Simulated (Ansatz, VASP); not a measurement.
**Two plane-wave programs on C**

```
C
1.0
     1.79467    1.79467    0.00000
    -1.79467    1.79467    0.00000
     0.00000    1.79467    1.77230
C
2
Direct
  0.50000 0.50000 0.00000
  0.75000 0.25000 0.50000
```

Change from the starting cell: in-plane strain +0.01, out-of-plane length and atoms relaxed by PAW.

Alike in both runs: functional PBEsol; k mesh 12 × 12 × 12; no spin polarisation.

Ansatz relaxed the structure, and its values are those at the end. VASP's run is a single point on that final structure, the one shown.

|  | VASP | Ansatz |
| --- | --- | --- |
| version | VASP 6.6.1 | Ansatz 0.2.0 |
| potentials or method | VASP PAW PBE potentials, release 64 (C) | PAW with Ansatz's default frozen-core files, scalar-relativistic |
| plane-wave cutoff (eV) | 520 | 420 |
| occupations | gaussian, width 0.01 eV | fixed |
| valence electrons in the cell | 8 | 8 |

```csv
,VASP,Ansatz,Ansatz less VASP
pressure (GPa),-6.5,-7.5,-1.02
```

Caveats: the PAW data sets were made with another functional, which shifts forces and pressure a little (VASP).
